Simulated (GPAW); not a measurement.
Runs of GPAW 26.7.0 on PbF2 (Fluorocronite). Symmetry: Fm-3m, No. 225, cubic system. Conventional cell: a = 5.927 Å, b = 5.927 Å, c = 5.927 Å, α = 90.00°, β = 90.00°, γ = 90.00°. Pb (site symmetry m-3m) has 8 F at 2.57 Å as nearest neighbours. F (site symmetry -43m) is surrounded by 4 Pb at 2.57 Å. 

| task | level | potentials or basis | cell | k mesh | cutoff (eV) | smearing | optimizer | fmax | max steps | convergence | band path | gap on the mesh (eV) | pressure (GPa) | V0 of scaled cells (Å³/atom) | relaxed volume (Å³/atom) | B0 (GPa) |
| --- | --- | --- | --- | --- | --- | --- | --- | --- | --- | --- | --- | --- | --- | --- | --- | --- |
| equation of state | PBEsol | PAW data sets generated in the run's folder for this functional, pw | as given | 8 × 8 × 8 | 800 | fermi-dirac 0.05 eV | - | - | - | - | - | - | - | 17.06 | - | (a) |
| single point | TB-mBJ | GPAW PAW data sets for LDA (gpaw-data 1.2.1), pw | as given | 8 × 8 × 8 | 800 | fermi-dirac 0.05 eV | - | - | - | - | - | (d) | - | - | - | - |
| relaxation of cell and atoms | PBEsol+D4 | PAW data sets generated in the run's folder for this functional, pw | relaxed | 8 × 8 × 8 | 800 | fermi-dirac 0.05 eV | BFGS | 0.02 eV/Å | 60 | density=1e-05 forces=0.0001 | - | 4.22 | 0.0 | - | 16.61 | - |
| relaxation of cell and atoms | PBEsol+D3(BJ) | PAW data sets generated in the run's folder for this functional, pw | relaxed | 8 × 8 × 8 | 800 | fermi-dirac 0.05 eV | BFGS | 0.02 eV/Å | 60 | density=1e-05 forces=0.0001 | - | 4.21 | 0.0 | - | 16.50 | - |
| relaxation of cell and atoms | PBEsol+D3 | PAW data sets generated in the run's folder for this functional, pw | relaxed | 8 × 8 × 8 | 800 | fermi-dirac 0.05 eV | BFGS | 0.02 eV/Å | 60 | density=1e-05 forces=0.0001 | - | 4.22 | 0.2 | - | 16.63 | - |
| band structure | r2SCAN | GPAW PAW data sets (gpaw-data 1.2.1), pw | as given | 8 × 8 × 8 | 800 | fermi-dirac 0.05 eV | - | - | - | - | GXWKGLUWLK,UX | (b) | (c) | - | - | - |
| equation of state | BP86 | PAW data sets generated in the run's folder for this functional, pw | as given | 6 × 6 × 6 | 800 | fermi-dirac 0.05 eV | - | - | - | - | - | - | - | 17.84 | - | 69 |
| equation of state | PW91+D3(BJ) | PAW data sets generated in the run's folder for this functional, pw | as given | 6 × 6 × 6 | 800 | fermi-dirac 0.05 eV | - | - | - | - | - | - | - | 17.60 | - | 71 |
| band structure | PBEsol | PAW data sets generated in the run's folder for this functional, pw | as given | 8 × 8 × 8 | 800 | fermi-dirac 0.05 eV | - | - | - | - | GXWKGLUWLK,UX | 4.23 | -2.5 | - | - | - |
| band structure | PBE | PAW data sets generated in the run's folder for this functional, pw | as given | 6 × 6 × 6 | 800 | fermi-dirac 0.05 eV | - | - | - | - | GXWKGLUWLK,UX | 4.37 | 1.3 | - | - | - |
| dielectric tensor | LDA | the program's PAW data sets (release 1.2.1) made for this functional, pw | as given | 6 × 6 × 6 | 600 | fermi-dirac 0.001 eV | - | - | - | - | - | 4.21 | - | - | - | - |
| relaxation of cell and atoms | PBEsol | PAW data sets generated in the run's folder for this functional, pw | relaxed | 8 × 8 × 8 | 800 | fermi-dirac 0.05 eV | BFGS | 0.02 eV/Å | 60 | density=1e-05 forces=0.0001 | - | 4.22 | 0.1 | - | 16.76 | - |

Alike in all rows: no spin polarisation.

Question: Fill in the values left out.

Answer: (a) 75; (b) 4.86; (c) -1.8; (d) 5.77.

Caveats: spin-orbit coupling is left out, which as a rule narrows the gap of such compounds by several tenths of an eV (some runs); later steps reuse the first step's grids (some runs); the PAW data sets were made with another functional, which shifts forces and pressure a little (some runs); a model potential gives levels but no total energy (some runs); the long-wavelength limit can be off by a per cent or two (some runs).

A k mesh can miss the band edges, and the runs leave out spin-orbit coupling on Pb.

Not every run made on this cell is shown here.
